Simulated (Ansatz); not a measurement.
Levels of theory for Ge3N4 (P6_3/m)

All numbers come from the PAW code Ansatz. Non-magnetic throughout; all numbers are computed.

Structure: Ge3N4 (P6_3/m) from a database structure, at its r2SCAN minimum. The symmetry is P6_3/m (No. 176, hexagonal); conventional cell a = 8.044 Å, c = 3.080 Å, 12.33 Å³ an atom. Around Ge lie 4 N at 1.83–1.84 Å; around N lie 3 Ge at 1.83 Å; around N lie 3 Ge at 1.84 Å.

```
CELL_PARAMETERS angstrom
8.04393 0.00000 0.00000
-4.02196 6.96625 0.00000
0.00000 0.00000 3.08006
ATOMIC_POSITIONS crystal
Ge 0.82864 0.23494 0.75000
Ge 0.59370 0.82864 0.25000
Ge 0.23494 0.40630 0.25000
Ge 0.76506 0.59370 0.75000
Ge 0.40630 0.17136 0.75000
Ge 0.17136 0.76506 0.25000
N 0.66667 0.33333 0.75000
N 0.33333 0.66667 0.25000
N 0.66939 0.97221 0.75000
N 0.69718 0.66939 0.25000
N 0.97221 0.30282 0.25000
N 0.02779 0.69718 0.75000
N 0.33061 0.02779 0.25000
N 0.30282 0.33061 0.75000
```

Relaxed lattice by functional, symmetry kept:

| functional | k mesh | a (Å) | c (Å) | volume (Å³/atom) |
| --- | --- | --- | --- | --- |
| PBE | 6×6×8 | 8.129 | 3.114 | 12.73 |
| r2SCAN | 6×6×8 | 8.044 | 3.080 | 12.33 |

On this one geometry the levels give:
```csv
level,k mesh,gap (eV),kind,edges,least direct gap (eV)
PBE,6×6×8,2.19,direct,Γ,2.19
PBE+SOC,6×6×8,2.19,direct,Γ,2.19
r2SCAN,6×6×8,2.67,direct,Γ,2.67
HSE06,3×3×6,3.70,direct,Γ,3.70
PBE0,3×3×6,4.43,direct,Γ,4.43
```
PBE: smearing of 0.02 eV; the others have fixed occupations.
Wave cutoffs: 420 eV, 500 eV (r2SCAN).

The HSE06 gap is direct at Γ: 3.70 eV. Spin-orbit coupling changes the PBE gap by 0.00 eV, to 2.19 eV.

r2SCAN covers 31 % of the step from PBE to HSE06. Spin-orbit coupling moves the least or the direct gap by up to 0.01 eV, so it can be left out where a tenth of an eV counts. Among these functionals the gap stays direct.

r2SCAN (ground state on 6×6×8): The electronic dielectric tensor ε∞ is 4.73 along x and y, 4.87 along z. Born charges, averaged over directions: Ge +3.41, N -2.56 e. The program notes that the ground state's band table doesn't vouch for all the bands that the response reads.

Only the levels marked +SOC include spin-orbit coupling.

The meshes of the hybrids are coarse, so their gaps aren't converged to the digits shown.
